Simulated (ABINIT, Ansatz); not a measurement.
# BeTe (F-43m): one start, several treatments of the self-energy, part 2 of 2

Wanted: the gap of BeTe (F-43m) under several approximations, with cost.

ABINIT 10.8.3; PBE and many-body steps on it, plane waves. Known limits of the many-body steps: not at the basis limit; no spin-orbit coupling.

So far. Step 5 (G0W0, von der Linden-Horsch plasmon pole): Against G0W0 in ABINIT (6×6×6 mesh, 180 bands, screening to 212.2 eV, Godby-Needs plasmon pole), the gap moves by +0.113 eV. Step 6 (G0W0, Hybertsen-Louie plasmon pole): Against G0W0 in ABINIT (6×6×6 mesh, 180 bands, screening to 212.2 eV, Godby-Needs plasmon pole), the gap moves by +0.141 eV.

## 7. One-shot COHSEX

This step: one-shot COHSEX on PBE, plane waves, norm-conserving pseudopotentials.

Contents of run.abi:

```
acell 3*1.0 Angstrom
rprim 
  -0.000000000000 2.831458787600 2.831458787600
  2.831458787600 0.000000000000 2.831458787600
  2.831458787600 2.831458787600 0.000000000000
ntypat 2
znucl 4 52
natom 2
typat 1 2
xred 
  0.000000000000 0.000000000000 0.000000000000
  0.750000000000 0.750000000000 0.750000000000
pp_dirpath "pseudos"
pseudos "Be.upf, Te.upf"
ecut 49
ngkpt 6 6 6
nshiftk 1
shiftk 0 0 0
kptopt 1
chksymbreak 0
istwfk *1
occopt 1
irdwfk 1
optdriver 4
nband 180
gwcalctyp 7
ecutsigx 49
symsigma 1
nkptgw 2
kptgw 
  0.0000000000 0.0000000000 0.0000000000
  0.5000000000 0.5000000000 0.0000000000
bdgw 
  12 17
  13 16
ecuteps 7.8
irdscr 1
indata_prefix "in"
outdata_prefix "out"
tmpdata_prefix "tmp"
```

Started as:

```bash
> OMP_NUM_THREADS=1 mpirun -n 8 abinit run.abi > log
```

The program printed:

```text
.Version 10.8.3 of ABINIT. v10.8.2 released Aug 2026.

 Symmetries : space group F-4 3 m (#216); Bravais cF (face-center cubic)
[... echo of the input left out ...]
== DATASET  1 ==================================================================
-   mpi_nproc: 8, omp_nthreads: 1 (-1 if OMP is not activated)

--- !DatasetInfo
iteration_state: {dtset: 1, }
dimensions: {natom: 2, nkpt: 16, mband: 180, nsppol: 1, nspinor: 1, nspden: 1, mpw: 5040, }
cutoff_energies: {ecut:  49.0, pawecutdg:  -1.0, }
[...]
Band     E0 <VxcDFT>   SigX SigC(E0)      Z dSigC/dE  Sig(E)    E-E0       E
[...]
15   7.630  -8.969  -5.172  -5.290   1.000   0.000 -10.462  -1.493   6.137
       16   8.313  -9.819  -5.887  -5.366   1.000   0.000 -11.253  -1.434   6.879

== END DATASET(S) ==============================================================
================================================================================

 -outvars: echo values of variables after computation  --------
           etotal      0.0000000000E+00
            nband         180
             nkpt          16
          spgroup         216
 [... the other variables as echoed above ...]

 Calculation completed.
```

The job ended after 7.5 s (8 MPI ranks of Arm Neoverse N1, shared host; peak memory 2.3 GiB; 59 s of CPU time).

This step gave:

```yaml
quasiparticle_gap_on_the_points_computed: 3.643 eV
starting_gap_on_the_mesh: 2.027 eV
k_of_the_valence_top: 0, 0, 0
k_of_the_conduction_bottom: 0.5, 0.5, 0
least_direct_quasiparticle_gap_on_the_computed_points: 5.397 eV
```

Against G0W0 in ABINIT (6×6×6 mesh, 180 bands, screening to 212.2 eV, Godby-Needs plasmon pole), the gap moves by +0.769 eV.

## 8. One-shot Hartree-Fock

This step: one-shot Hartree-Fock on PBE, plane waves, norm-conserving pseudopotentials.

run.abi: that of step 7 with these lines changed.

```diff
@@ -24,4 +24,4 @@
 optdriver 4
-nband 180
-gwcalctyp 7
+nband 18
+gwcalctyp 5
 ecutsigx 49
@@ -35,4 +35,4 @@
   13 16
-ecuteps 7.8
-irdscr 1
+ixc_sigma 40
+fftgw 31
 indata_prefix "in"
```

The program printed:

```text
.Version 10.8.3 of ABINIT. v10.8.2 released Aug 2026.

 Symmetries : space group F-4 3 m (#216); Bravais cF (face-center cubic)
[... echo of the input left out ...]
== DATASET  1 ==================================================================
-   mpi_nproc: 8, omp_nthreads: 1 (-1 if OMP is not activated)

--- !DatasetInfo
iteration_state: {dtset: 1, }
dimensions: {natom: 2, nkpt: 16, mband: 18, nsppol: 1, nspinor: 1, nspden: 1, mpw: 5040, }
cutoff_energies: {ecut:  49.0, pawecutdg:  -1.0, }
[...]
Band     E0 <VxcDFT>   SigX SigC(E0)      Z dSigC/dE  Sig(E)    E-E0       E
[...]
15   7.630  -8.969  -5.172   0.000   1.000   0.000  -5.172   3.797  11.427
       16   8.313  -9.819  -5.887   0.000   1.000   0.000  -5.887   3.932  12.244

== END DATASET(S) ==============================================================
================================================================================

 -outvars: echo values of variables after computation  --------
           etotal      0.0000000000E+00
            nband          18
             nkpt          16
          spgroup         216
 [... the other variables as echoed above ...]

 Calculation completed.
```

It took 5.9 s on 8 MPI ranks; peak memory 0.54 GiB; 46 s of CPU time.

This step gave:

```yaml
quasiparticle_gap_on_the_points_computed: 7.558 eV
starting_gap_on_the_mesh: 2.027 eV
k_of_the_valence_top: 0, 0, 0
k_of_the_conduction_bottom: 0.5, 0.5, 0
least_direct_quasiparticle_gap_on_the_computed_points: 9.857 eV
```

Against G0W0 in ABINIT (6×6×6 mesh, 180 bands, screening to 212.2 eV, Godby-Needs plasmon pole), the gap moves by +4.684 eV.

## 9. Side by side

Times are wall times on 8 MPI ranks of Arm Neoverse N1, shared host, good to a factor of about two. A run's time includes the screening step that it read.

| run | mesh | bands | screening cutoff (eV) | DFT gap (eV) | gap on the mesh (eV) | direct (eV) | ε∞ used | time |
| --- | --- | --- | --- | --- | --- | --- | --- | --- |
| G0W0, Godby-Needs plasmon pole | 6×6×6 | 180 | 212.2 | 2.027 | 2.874 | 4.727 | 7.33 | 18 min |
| G0W0, von der Linden-Horsch plasmon pole | 6×6×6 | 180 | 212.2 | 2.027 | 2.987 | 4.865 | 7.33 | 17 min |
| G0W0, Hybertsen-Louie plasmon pole | 6×6×6 | 180 | 212.2 | 2.027 | 3.015 | 4.860 | 7.33 | 18 min |
| one-shot COHSEX | 6×6×6 | 180 | 212.2 | 2.027 | 3.643 | 5.397 | 7.33 | 17 min |
| one-shot Hartree-Fock | 6×6×6 | - | - | 2.027 | 7.558 | 9.857 | - | 5.9 s |

## 10. Summary of results

- G0W0, Godby-Needs plasmon pole: 2.874 eV
- G0W0, von der Linden-Horsch plasmon pole: 2.987 eV
- G0W0, Hybertsen-Louie plasmon pole: 3.015 eV
- one-shot COHSEX: 3.643 eV
- one-shot Hartree-Fock: 7.558 eV
- known limits: not at the basis limit; no spin-orbit coupling

G0W0, von der Linden-Horsch plasmon pole: +0.113 eV against G0W0, Godby-Needs plasmon pole. G0W0, Hybertsen-Louie plasmon pole: +0.141 eV against G0W0, Godby-Needs plasmon pole. One-shot COHSEX: +0.769 eV against G0W0, Godby-Needs plasmon pole. One-shot Hartree-Fock: +4.684 eV against G0W0, Godby-Needs plasmon pole. Bare exchange alone opens the gap to 7.56 eV; against G0W0, correlation takes back 4.68 eV. Static COHSEX lies above G0W0: it lacks the factor Z and overstates the Coulomb hole of the filled states. Against experiment, by G0W0, Godby-Needs plasmon pole: the gap of 2.87 eV lies +0.07 eV from the measured 2.8 eV (indirect, quoted 1997); the gap of 2.87 eV lies +0.17 eV from the measured 2.7 eV (indirect, quoted 1997). These are gaps on the mesh, at modest bands and cutoff. The calculation has static nuclei and no excitons; a measured gap holds zero-point and thermal motion, which mostly lowers it. With atoms this heavy the missing spin-orbit coupling can matter too. Bands and cutoff are finite, so the gap is not at the basis limit. The miss can reach some tenths of an eV and take either sign; the mesh is an error of its own. In the G0W0 runs levels were corrected at 2 k points alone, so a gap called «on the mesh» is the least over those, and an edge elsewhere would be missed.

[Paths, hosts, dates, memory and timing lines, banners, echoed tables and standing remarks are left out of the program output.]

[Logs are printed without paths, hosts, clocks, repeated set-up lines and the standing remarks that a program may print on its own settings, such as how far it seeks lower states.]

[Runs of the session that timed out or met a known fault of the program may be left out.]

[Hosts, paths, dates, database ids (printed as entryN), source tags and the programs' standing remarks are cut or masked in the printed files.]

[G0W0 gaps are taken among the corrected bands and points alone; a level outside them can change the order at an edge.]

[Where Ansatz stands beside ABINIT at settings called matched, ABINIT's density can come from a denser mesh and the files from another edition; pairs whose starting gaps differed by over 0.03 eV were left out, so agreement reads better than it is.]
